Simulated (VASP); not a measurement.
Here is a VASP 6.6.1 calculation.

File INCAR:

```
SYSTEM = Si
  ALGO = Normal
  EDIFF = 1E-6
  ENCUT = 500
  GGA = PE
  ISIF = 2
  ISMEAR = -1
  LASPH = .True.
  LCHARG = .False.
  LREAL = .False.
  LWAVE = .False.
  NBANDS = 11
  NELM = 100
  PREC = Accurate
  SIGMA = 0.05
```

The input KPOINTS:

```
k-points
0
Gamma
  8 8 8
  0 0 0
```

File POSCAR:

```
Si
1.0
    0.0000000000      2.7218511865      2.7218511865
    2.7218511865      0.0000000000      2.7218511865
    2.7218511865      2.7218511865      0.0000000000
Si
2
Direct
    0.5000000000      0.5000000000      0.5000000000
    0.7500000000      0.7500000000      0.7500000000
```

Contents of KPOINTS_OPT:

```
path GXWKGLUWLK,UX
15
line-mode
reciprocal
 0.0000000000  0.0000000000  0.0000000000  G
 0.5000000000  0.0000000000  0.5000000000  X

 0.5000000000  0.0000000000  0.5000000000  X
 0.5000000000  0.2500000000  0.7500000000  W

 0.5000000000  0.2500000000  0.7500000000  W
 0.3750000000  0.3750000000  0.7500000000  K

 0.3750000000  0.3750000000  0.7500000000  K
 0.0000000000  0.0000000000  0.0000000000  G

 0.0000000000  0.0000000000  0.0000000000  G
 0.5000000000  0.5000000000  0.5000000000  L

 0.5000000000  0.5000000000  0.5000000000  L
 0.6250000000  0.2500000000  0.6250000000  U

 0.6250000000  0.2500000000  0.6250000000  U
 0.5000000000  0.2500000000  0.7500000000  W

 0.5000000000  0.2500000000  0.7500000000  W
 0.5000000000  0.5000000000  0.5000000000  L

 0.5000000000  0.5000000000  0.5000000000  L
 0.3750000000  0.3750000000  0.7500000000  K

 0.6250000000  0.2500000000  0.6250000000  U
 0.5000000000  0.0000000000  0.5000000000  X
```

Potentials or basis: VASP PAW PBE potentials, release 54 (Si).

Launch:

```bash
$ cat potpaw_PBE.54/Si/POTCAR > POTCAR
$ mpirun -np 1 vasp_std > vasp.out
```

(1) What does it give for the band gap on the k mesh?

(2) Predict the pressure.

(3) Predict the band gap along the path.

Results:

(1) 0.63 eV, indirect (least direct gap 2.56 eV).

(2) 1.3 GPa.

(3) 0.59 eV, indirect (least direct gap 2.56 eV).
